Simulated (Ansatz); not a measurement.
# C (P6_3/mmc) in Ansatz: notebook

The runs below take C through single point, equation of state, with exchange-only PBE.

The COD entry that gives the cell may itself be a prediction, so a difference from it is no test against experiment.

All numbers are computed with Ansatz 0.2.0; they aren't measurements. Logs are shortened: lines on timing, memory, paths and dates and some standing lists are left out, and cuts for length are marked.

### Step 1. Starting point

Symmetry: P6_3/mmc, No. 194, hexagonal system. The conventional cell has a = 2.522 Å, b = 2.522 Å, c = 8.237 Å, α = 90.00°, β = 90.00°, γ = 120.00°. C (site symmetry 3m) has 4 C at 1.54 Å as nearest neighbours. C (site symmetry 3m) is surrounded by 4 C at 1.54 Å.

This is a hexagonal form of diamond, not graphite.

### Step 2. Single point, exchange-only PBE, 5.33 Å³/atom (volume scaled by 0.94)

input.yaml

```yaml
crystal:
  lattice:
    - [2.4706141248, 0.0, 0.0]
    - [-1.2353070624, 2.139614595, 0.0]
    - [0.0, 0.0, 8.0689487361]
  atoms:
    - { symbol: C, position: [0.6666666667, 0.3333333333, 0.84375] }
    - { symbol: C, position: [0.3333333333, 0.6666666667, 0.34375] }
    - { symbol: C, position: [0.6666666667, 0.3333333333, 0.65625] }
    - { symbol: C, position: [0.3333333333, 0.6666666667, 0.15625] }
    - { symbol: C, position: [0.0, 0.0, 0.90625] }
    - { symbol: C, position: [0.0, 0.0, 0.40625] }
    - { symbol: C, position: [0.0, 0.0, 0.59375] }
    - { symbol: C, position: [0.0, 0.0, 0.09375] }
hamiltonian:
  xc: { exchange: pbe, correlation: none }
  pseudopotentials: { kind: paw }
kpoints:
  mp_grid: { grid: [12, 12, 4] }
scf:
  occupations: { method: fermi_dirac, width: 0.05 }
output:
  forces: true
  stress: true
  eigenvalues: true
```

Potentials or basis: Ansatz PAW.

The run is started by

```
$ ansatz run input.yaml --threads 2 --pin off --max-ram 5120MiB --backend cpu --events-out ev --progress --plain --runs-dir out
```

The program printed:

```text
Warning: RAYON_NUM_THREADS=2 ignored (pool sized by the plan → 2); use --threads N
Engine: ansatz 0.2.0, aarch64-unknown-linux-gnu
Pseudopotentials: kind: paw
Pseudopotential: C, paw, valence charge 4, recommended cutoff 420 eV (normal), C.paw.azcp
Functional definition: unnamed
  exchange = pbe_x
  correlation = 0
Crystal: 8 atoms, lattice volume = 42.654 Å³
Basis set: ecut = 420 eV, 813 PW (Γ), exchange–correlation on 36×36×108 points (8 copies of the dense FFT grid, shifted against one another)
Bands: 24, of which v1, the nominal top of the filled ones, is band 16 counted from 1 (15 counted from 0)
Symmetry: 24 space group operations
Space group: P63/mmc (ITA 194), of the structure as read, at distance tolerance 3.5e-5 Å
k-points: 57 of 576
Non-local potential: C, projectors of the file, l = 0: 2, l = 1: 2, l = 2: 1
PAW form: soft (Blöchl's): semilocal exchange-correlation on the pseudo side does not see the compensation charge
PAW frozen core: C, regenerated for the run's functional, and the local potential with it (the file was generated under x = pbe(κ = 0.804, μ = 0.2195149727645171), c = pbe(β = 0.06672455060314922))
PAW one-centre angular grid: C, 110 points (default); XC on 64 Gauss nodes
Initial density: superposition of atomic densities (neutral atoms: chi_scale 0, normalization atom), corrected by the library's trained network
Initial wavefunctions: pseudopotential atomic-orbital guess
Functional: x = pbe(κ = 0.804, μ = 0.2195149727645171), c = none
SCF iter   1: F=—  HF=-1957.249422 eV  |F-HF|=—  |Δ(HF+E_count)|=         —  Δρ=1.30e-2  dr2=5.45e-2  ethr=1.77e-3  ⟨swp⟩=5.8  Hψ=6708  notcnv=0  defer=18
preconditioner: auto → none  [insulator: Δε(μ)=5.017 eV  Ē_g=17.849 eV  σ=0.050 eV  W_gap=1.00  n_scr=6 (ndim 8)  ℏωp=32.2 eV  f_vac=0.000  D(μ)=0.00/eV (n_scr^D=0)  ε∞_Penn≈4.2]
SCF iter   2: F=—  HF=-1957.230091 eV  |F-HF|=—  |Δ(HF+E_count)|=   1.93e-2  Δρ=4.88e-3  dr2=7.70e-3  ethr=1.70e-4  ⟨swp⟩=3.0  Hψ=2978  notcnv=0  defer=134
SCF iter   3: F=—  HF=-1957.227451 eV  |F-HF|=—  |Δ(HF+E_count)|=   2.64e-3  Δρ=3.91e-4  dr2=7.71e-5  ethr=2.41e-5  ⟨swp⟩=2.3  Hψ=2241  notcnv=0  defer=77
automatic band count: iteration 3 solves 23 bands in place of 24: the levels show a gap, and the empty bands left out lie too high to hold charge; the band table lists the bands solved (type scf.n_extra_bands for more)
SCF iter   4: F=—  HF=-1957.227448 eV  |F-HF|=—  |Δ(HF+E_count)|=   3.68e-6  Δρ=1.94e-4  dr2=4.34e-6  ethr=2.41e-7  ⟨swp⟩=2.0  Hψ=2050  notcnv=0  defer=77
iter 5 did not close the SCF: its close was put off for the readings that it lacked (scf_convergence_deferred on its scf_iter line)
SCF iter   5: F=-1957.227458 eV  HF=-1957.227457 eV  |F-HF|=4.26e-8  |Δ(HF+E_count)|=   9.96e-6  Δρ=1.23e-5  dr2=2.67e-8  ethr=1.36e-8  ⟨swp⟩=2.0  Hψ=2104  notcnv=0  defer=77
SCF iter   6: F=-1957.227458 eV  HF=-1957.227458 eV  |F-HF|=2.12e-10  |Δ(HF+E_count)|=   5.06e-8  Δρ=2.11e-6  dr2=9.46e-10  ethr=8.34e-11  ⟨swp⟩=6.3  Hψ=5244  notcnv=0
SCF 1 converged in 6 iterations: F = -1957.227458 eV  dr2 = 9.46e-10
SCF converged after 6 iterations
Free energy (F): -1957.227458 eV
Harris-Foulkes:  -1957.227458 eV  (|F-HF|=2.12e-10)
Internal energy: -1957.227458 eV  (E = F + TS)
E sigma→0 (E₀):  -1957.227458 eV
Fermi energy:    18.553201 eV
--- Per-component energies (eV) ---
  E_band       = 216.022975
  E_kinetic    = 761.745105
  E_local      = -485.962667  (includes V_loc(G=0)·N_el)
  E_nonlocal   = 220.898160
  E_hartree    = 108.731669
  E_xc         = -355.029709
  E_vxc        = -443.281129  (∫ρ·V_xc dr)
  E_paw        = -787.842346  (= ΣΔE_a)
  E_vpaw       = -54.839791  (= ΣTr[D̂ρ^β])
  E_aug_tail   = 0.000065  (compensation charges beyond the density's cutoff)
  E_ewald      = -1419.793894
  E_core_change = 0.026160  (= ΣΔE_core)
  E_smearing   = -0.000000  (= −TS)
  E_closure    = -0.000000  (closes the sum)
  Σ components = -1957.227458   (vs F -1957.227458, Δ=0.00e0)
--- Forces (eV/Å), atoms counted from 1 ---
  atom   1  C     -0.00000000    -0.00000000     0.34010404
  atom   2  C     -0.00000000     0.00000000     0.34010404
  atom   3  C     -0.00000000    -0.00000000    -0.34010404
  atom   4  C     -0.00000000     0.00000000    -0.34010404
  atom   5  C      0.00000000     0.00000000     0.38920215
  atom   6  C     -0.00000000    -0.00000000     0.38920215
  atom   7  C     -0.00000000     0.00000000    -0.38920215
  atom   8  C     -0.00000000    -0.00000000    -0.38920215
  max |Σ_I F_I| component: 1.48e-16 eV/Å
--- Stress (GPa, compression-positive) ---
       60.195642       0.000000       0.000000
        0.000000      60.195642       0.000000
        0.000000       0.000000      74.864705
  P = ⅓ Tr σ = 65.0853 GPa (650.853 kbar)
--- Band table (eV; the first three rows and the last of 57) ---
  k-point 0: bands = ["-6.1024", "-4.3501", "-4.2978", "-0.0221", "2.1366", "9.2100", "9.2922", "12.9474", "12.9474", "14.0698", "14.0698", "14.3035", "14.3035", "15.8909", "16.1246", "16.1246", "21.5930", "21.5930", "22.1490", "23.4923", "23.4923", "24.1834", "24.4852"]
  k-point 1: bands = ["-5.9904", "-5.0982", "-3.3412", "-0.8830", "3.1820", "7.0762", "11.4464", "13.0294", "13.0294", "13.6568", "13.6568", "14.8029", "14.8029", "15.1871", "15.9202", "15.9202", "21.8319", "21.8319", "22.5352", "23.0993", "23.0993", "23.9192", "24.7704"]
  k-point 2: bands = ["-5.6549", "-5.6549", "-2.1704", "-2.1704", "5.0164", "5.0164", "13.2707", "13.2707", "13.2707", "13.2707", "13.5191", "13.5191", "15.4175", "15.4175", "15.4175", "15.4175", "22.4195", "22.4195", "22.4195", "22.4195", "23.2856", "23.2856", "25.1800"]
  k-point 56: bands = ["1.5693", "1.5693", "1.6963", "1.6963", "4.0733", "4.0733", "4.8818", "4.8818", "6.4408", "6.4408", "7.2606", "7.2606", "10.5682", "10.5682", "10.7950", "10.7950", "21.7903", "21.7903", "26.6488", "26.6488", "27.8509", "27.8509", "28.6449"]
```

It took 1.6 s on 2 threads of Arm Neoverse V1, shared host; peak memory 0.32 GiB.

Results:

```yaml
Free_energy: -1957.2275 eV
Pressure: 65.1 GPa
Largest_force: 0.389 eV/Å
Band_gap_on_the_k_mesh: 4.94 eV, indirect (least direct gap 5.47 eV)
```

Caveat: the pressure holds a Pulay correction of +1.2 GPa for the finite cutoff; the PAW data sets come from PBE, with cores solved anew for the run's functional, which leaves a small shift of forces and pressure.

### Step 3. Single point, exchange-only PBE, 5.45 Å³/atom (volume scaled by 0.96)

Changes to input.yaml since step 2:

```diff
@@ -2,5 +2,5 @@
   lattice:
-    - [2.4706141248, 0.0, 0.0]
-    - [-1.2353070624, 2.139614595, 0.0]
-    - [0.0, 0.0, 8.0689487361]
+    - [2.4880133891, 0.0, 0.0]
+    - [-1.2440066945, 2.1546827999, 0.0]
+    - [0.0, 0.0, 8.125774191]
   atoms:
```

Potentials or basis: Ansatz PAW.

The run is started by

```
$ ansatz run input.yaml --threads 2 --pin off --max-ram 5120MiB --backend cpu --events-out ev --progress --plain --runs-dir out
```

Run time: 1.7 s. Hardware: 2 threads of Arm Neoverse V1, shared host; peak memory 0.32 GiB.

Results (log left out):

* Free energy: -1957.5617 eV
* Pressure: 53.2 GPa
* Largest force: 0.375 eV/Å
* Band gap on the k mesh: 4.88 eV, indirect (least direct gap 5.42 eV)

Caveat: the pressure holds a Pulay correction of +1.2 GPa for the finite cutoff; the PAW data sets come from PBE, with cores solved anew for the run's functional, which leaves a small shift of forces and pressure.

### Step 4. Single point, exchange-only PBE, 5.56 Å³/atom (volume scaled by 0.98)

Changes to input.yaml since step 3:

```diff
@@ -2,5 +2,5 @@
   lattice:
-    - [2.4880133891, 0.0, 0.0]
-    - [-1.2440066945, 2.1546827999, 0.0]
-    - [0.0, 0.0, 8.125774191]
+    - [2.5051726443, 0.0, 0.0]
+    - [-1.2525863222, 2.1695431509, 0.0]
+    - [0.0, 0.0, 8.1818157839]
   atoms:
```

The run is started by

```
$ ansatz run input.yaml --threads 2 --pin off --max-ram 5120MiB --backend cpu --events-out ev --progress --plain --runs-dir out
```

Wall time 1.7 s (2 threads of Arm Neoverse V1, shared host); peak memory 0.32 GiB.

Results (log left out):

```
Free energy            : -1957.8319 eV
Pressure               : 42.3 GPa
Largest force          : 0.361 eV/Å
Band gap on the k mesh : 4.83 eV, indirect (least direct gap 5.37 eV)
```

Caveat: the pressure holds a Pulay correction of +1.1 GPa for the finite cutoff; the PAW data sets come from PBE, with cores solved anew for the run's functional, which leaves a small shift of forces and pressure.

### Step 5. Single point, exchange-only PBE, 5.67 Å³/atom

Changes to input.yaml since step 4:

```diff
@@ -2,5 +2,5 @@
   lattice:
-    - [2.5051726443, 0.0, 0.0]
-    - [-1.2525863222, 2.1695431509, 0.0]
-    - [0.0, 0.0, 8.1818157839]
+    - [2.5221, 0.0, 0.0]
+    - [-1.26105, 2.1842026709, 0.0]
+    - [0.0, 0.0, 8.2371]
   atoms:
@@ -25 +25,5 @@
   eigenvalues: true
+  write_density: true
+  write_potential: true
+  elf: true
+  volumetric_format: npy
```

The run is started by

```
$ ansatz run input.yaml --threads 2 --pin off --max-ram 5120MiB --backend cpu --events-out ev --progress --plain --runs-dir out
```

Wall time 2.3 s (2 threads of Arm Neoverse V1, shared host); peak memory 0.33 GiB.

The run converged. Its results:

```yaml
Free_energy: -1958.0430 eV
Pressure: 32.4 GPa
Largest_force: 0.348 eV/Å
Band_gap_on_the_k_mesh: 4.77 eV, indirect (least direct gap 5.33 eV)
```

Caveat: the pressure holds a Pulay correction of +1.1 GPa for the finite cutoff; the PAW data sets come from PBE, with cores solved anew for the run's functional, which leaves a small shift of forces and pressure.

### Step 6. Single point, exchange-only PBE, 5.79 Å³/atom (volume scaled by 1.02)

Changes to input.yaml since step 5:

```diff
@@ -2,5 +2,5 @@
   lattice:
-    - [2.5221, 0.0, 0.0]
-    - [-1.26105, 2.1842026709, 0.0]
-    - [0.0, 0.0, 8.2371]
+    - [2.5388031358, 0.0, 0.0]
+    - [-1.2694015679, 2.1986680108, 0.0]
+    - [0.0, 0.0, 8.2916519209]
   atoms:
```

Potentials or basis: Ansatz PAW.

The run is started by

```
$ ansatz run input.yaml --threads 2 --pin off --max-ram 5120MiB --backend cpu --events-out ev --progress --plain --runs-dir out
```

Run time: 2.3 s. Hardware: 2 threads of Arm Neoverse V1, shared host; peak memory 0.33 GiB.

The run converged. Its results:

```yaml
Free_energy: -1958.2003 eV
Pressure: 23.3 GPa
Largest_force: 0.335 eV/Å
Band_gap_on_the_k_mesh: 4.72 eV, indirect (least direct gap 5.28 eV)
```

Caveat: the pressure holds a Pulay correction of +1.1 GPa for the finite cutoff; the PAW data sets come from PBE, with cores solved anew for the run's functional, which leaves a small shift of forces and pressure.

### Step 7. Single point, exchange-only PBE, 5.90 Å³/atom (volume scaled by 1.04)

Changes to input.yaml since step 6:

```diff
@@ -2,5 +2,5 @@
   lattice:
-    - [2.5388031358, 0.0, 0.0]
-    - [-1.2694015679, 2.1986680108, 0.0]
-    - [0.0, 0.0, 8.2916519209]
+    - [2.5552893324, 0.0, 0.0]
+    - [-1.2776446662, 2.2129454759, 0.0]
+    - [0.0, 0.0, 8.3454953252]
   atoms:
```

The run is started by

```
$ ansatz run input.yaml --threads 2 --pin off --max-ram 5120MiB --backend cpu --events-out ev --progress --plain --runs-dir out
```

Wall time 2.3 s (2 threads of Arm Neoverse V1, shared host); peak memory 0.33 GiB.

The run converged. Its results:

```yaml
Free_energy: -1958.3084 eV
Pressure: 15.0 GPa
Largest_force: 0.323 eV/Å
Band_gap_on_the_k_mesh: 4.67 eV, indirect (least direct gap 5.24 eV)
```

Caveat: the pressure holds a Pulay correction of +1.1 GPa for the finite cutoff; the PAW data sets come from PBE, with cores solved anew for the run's functional, which leaves a small shift of forces and pressure.

### Step 8. Single point, exchange-only PBE, 6.01 Å³/atom (volume scaled by 1.06)

Changes to input.yaml since step 7:

```diff
@@ -2,5 +2,5 @@
   lattice:
-    - [2.5552893324, 0.0, 0.0]
-    - [-1.2776446662, 2.2129454759, 0.0]
-    - [0.0, 0.0, 8.3454953252]
+    - [2.5715654994, 0.0, 0.0]
+    - [-1.2857827497, 2.22704105, 0.0]
+    - [0.0, 0.0, 8.3986527796]
   atoms:
```

The run is started by

```
$ ansatz run input.yaml --threads 2 --pin off --max-ram 5120MiB --backend cpu --events-out ev --progress --plain --runs-dir out
```

Run time: 2.3 s. Hardware: 2 threads of Arm Neoverse V1, shared host; peak memory 0.33 GiB.

It converged, with:

| Property | Result |
| --- | --- |
| Free energy | -1958.3718 eV |
| Pressure | 7.4 GPa |
| Largest force | 0.312 eV/Å |
| Band gap on the k mesh | 4.62 eV, indirect (least direct gap 5.19 eV) |

Caveat: the pressure holds a Pulay correction of +1.1 GPa for the finite cutoff; the PAW data sets come from PBE, with cores solved anew for the run's functional, which leaves a small shift of forces and pressure.

### Step 9. Equation of state, exchange-only PBE

Potentials or basis: Ansatz PAW.

No new run: the results of the series are fitted here.

Results:

```yaml
Equilibrium_volume: "6.13 Å³/atom (rough: see the caveat)"
Bulk_modulus_at_fixed_shape_and_positions: 357 GPa (rough)
```

Energy against volume, from the lowest point:
| volume (Å³/atom) | energy (meV/atom) |
| --- | --- |
| 5.332 | 143.04 |
| 5.445 | 101.27 |
| 5.559 | 67.49 |
| 5.672 | 41.10 |
| 5.785 | 21.44 |
| 5.899 | 7.92 |
| 6.012 | 0.00 |

Caveat: the potentials were made for another functional, which shifts forces and pressure; the minimum lies outside the volumes run; the cell was scaled at fixed shape and fractional positions, which overstates the stiffness of a crystal with free parameters, most of all of layers and chains.
